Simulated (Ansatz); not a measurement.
BN:

```
N B
1.0
     1.25112    0.72234    3.37293
    -1.25112    0.72234    3.37293
     0.00000   -1.44467    3.37293
N B
1 1
Direct
  0.66724 0.66724 0.66724
  0.00033 0.00033 0.00033
```

The cell is a database's computed one.

```yaml
Program: Ansatz 0.2.0
Task: relaxation of cell and atoms
Functional: LDA
Potentials_or_basis: Ansatz PAW
Cutoff: "420 eV (not typed: the program's choice for these potentials)"
k_mesh: 12 × 12 × 12
Occupations: fermi-dirac, width 0.05 eV
Spin: no spin polarisation
```

At the start: volume 9.14 Å³/atom.

Problem. How do energy, volume and symmetry change on relaxing?

Solution. It ends after 11 steps and the volume is 8.65 Å³/atom (-5.4 %); space group R3m (No. 160, to 0.05 Å).

The path:
```csv
step,energy change (eV),largest force (eV/Å),volume (Å³)
1,0.0000,0.0024,18.29
2,-0.0065,0.0043,17.88
3,-0.0089,0.0012,17.57
4,-0.0089,0.0008,17.57
5,-0.0060,0.0007,17.57
6,-0.0073,0.0002,17.38
7,-0.0063,0.0003,17.38
8,-0.0067,0.0001,17.32
9,-0.0064,0.0000,17.32
10,-0.0065,0.0001,17.30
11,-0.0064,0.0000,17.30
```

Final structure:
```cif
data_structure
_symmetry_space_group_name_H-M 'P 1'
_symmetry_Int_Tables_number 1
_cell_length_a 3.5303
_cell_length_b 3.5303
_cell_length_c 3.5303
_cell_angle_alpha 41.276
_cell_angle_beta 41.276
_cell_angle_gamma 41.276
_cell_volume 17.30
loop_
_atom_site_label
_atom_site_type_symbol
_atom_site_fract_x
_atom_site_fract_y
_atom_site_fract_z
_atom_site_occupancy
N1 N 0.66731 0.66731 0.66731 1
B1 B 0.00026 0.00026 0.00026 1
```

Caveat: the plane-wave basis is chosen anew once the cell has moved, so the energies of steps on either side of that aren't comparable; the pressure holds a Pulay correction of +0.8 GPa for the finite cutoff; the PAW data sets come from PBE, with cores solved anew for the run's functional, which leaves a small shift of forces and pressure.
